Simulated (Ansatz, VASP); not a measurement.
**One calculation of Mg, two programs**

```
CELL_PARAMETERS angstrom
0.00000 2.18669 2.18669
2.18669 0.00000 2.18669
2.18669 2.18669 0.00000
ATOMIC_POSITIONS crystal
Mg 0.00000 0.00000 0.00000
```

This isn't the form of Mg at room conditions, which is hcp.

Alike in both runs: task single point; functional PBE; k mesh 9 × 9 × 9; no spin polarisation.

|  | VASP | Ansatz |
| --- | --- | --- |
| version | VASP 6.6.1 | Ansatz 0.2.0 |
| potentials or method | VASP PAW PBE potentials, release 64 (Mg) | plane waves, PAW |
| plane-wave cutoff (eV) | 520 | 500 |
| occupations | methfessel-paxton of order 1, width 0.05 eV | cold, width 0.05 eV |
| valence electrons in the cell | 2 | 10 |

```tsv
	VASP	Ansatz	Ansatz less VASP
pressure (GPa)	4.2	4.3	+0.12
```

The two sets of potentials don't hold the same shells in valence.
